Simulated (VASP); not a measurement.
# Al2O3 (Corundum): relaxation of cell and atoms with optB86b-vdW

Al2O3 (Corundum):

```
CELL_PARAMETERS angstrom
2.38025 1.37424 4.33187
-2.38025 1.37424 4.33187
0.00000 -2.74848 4.33187
ATOMIC_POSITIONS crystal
Al 0.85216 0.85216 0.85216
Al 0.64784 0.64784 0.64784
Al 0.14784 0.14784 0.14784
Al 0.35216 0.35216 0.35216
O 0.05668 0.75000 0.44332
O 0.75000 0.44332 0.05668
O 0.44332 0.05668 0.75000
O 0.94332 0.25000 0.55668
O 0.25000 0.55668 0.94332
O 0.55668 0.94332 0.25000
```

| Property | Result |
| --- | --- |
| Program | VASP 6.6.1 |
| Task | relaxation of cell and atoms |
| Functional | optB86b-vdW |
| Potentials or basis | VASP PAW PBE potentials, release 64 (Al, O) |
| Cutoff | 600 eV |
| k mesh | 7 × 7 × 7 |
| Occupations | fermi-dirac, width 0.05 eV |
| Spin | no spin polarisation |
| Further INCAR settings | ALGO = Normal; EDIFF = 1e-06; IBRION = 2; EDIFFG = -0.005; NSW = 40; ISIF = 3 |

```
Relaxed volume                         : 8.64 Å³/atom
Relaxed cell                           : a = 5.155 Å, b = 5.155 Å, c = 5.155 Å, α = 55.35°, β = 55.35°, γ = 55.35°
Space group after relaxing (to 0.05 Å) : R-3c (No. 167)
Energy gained by relaxing              : 1.7 meV/atom
Ionic steps                            : 7
Pressure after relaxing                : -0.1 GPa
Largest force after relaxing           : 0.004 eV/Å
Band gap on the k mesh                 : 6.13 eV, direct
```

Forces on the atoms (eV/Å):
```
Al   0.000  0.000  0.004
Al   0.000  0.000 -0.004
Al   0.000  0.000 -0.004
Al   0.000  0.000  0.004
O    0.001  0.001  0.000
O    0.001 -0.001  0.000
O   -0.001  0.000  0.000
O   -0.001 -0.001  0.000
O   -0.001  0.001  0.000
O    0.001  0.000  0.000
```

Step by step:
| step | energy change (eV) | largest force (eV/Å) | pressure (GPa) | volume (Å³) |
| --- | --- | --- | --- | --- |
| 1 | 0.0000 | 0.0419 | 3.90 | 85.02 |
| 2 | -0.0038 | 0.0374 | -3.29 | 87.59 |
| 3 | -0.0166 | 0.0328 | -0.03 | 86.37 |
| 4 | -0.0166 | 0.0330 | 0.04 | 86.35 |
| 5 | -0.0167 | 0.0093 | 0.07 | 86.35 |
| 6 | -0.0167 | 0.0085 | 0.07 | 86.35 |
| 7 | -0.0168 | 0.0037 | -0.05 | 86.39 |

Final structure:
```
CELL_PARAMETERS angstrom
2.39423 1.38231 4.35048
-2.39423 1.38231 4.35048
0.00000 -2.76462 4.35048
ATOMIC_POSITIONS crystal
Al 0.85221 0.85221 0.85221
Al 0.64779 0.64779 0.64779
Al 0.14779 0.14779 0.14779
Al 0.35221 0.35221 0.35221
O 0.05610 0.75000 0.44390
O 0.75000 0.44390 0.05610
O 0.44390 0.05610 0.75000
O 0.94390 0.25000 0.55610
O 0.25000 0.55610 0.94390
O 0.55610 0.94390 0.25000
```

Levels at points of the mesh, in eV from the valence-band top:
| k point | band 22 | band 23 | band 24 | band 25 | band 26 | band 27 |
| --- | --- | --- | --- | --- | --- | --- |
| (0.00, 0.00, 0.00) | -0.05 | -0.05 | 0.00 | 6.13 | 9.06 | 10.62 |

It took 10 min on 1 thread of Intel(R) Xeon(R) 6975P-C (Granite Rapids) (shared host), peak memory 0.69 GiB.

Caveat: the PAW data sets were made with another functional, which shifts forces and pressure a little; an odd mesh through Γ misses points on the zone boundary, where band edges often lie.
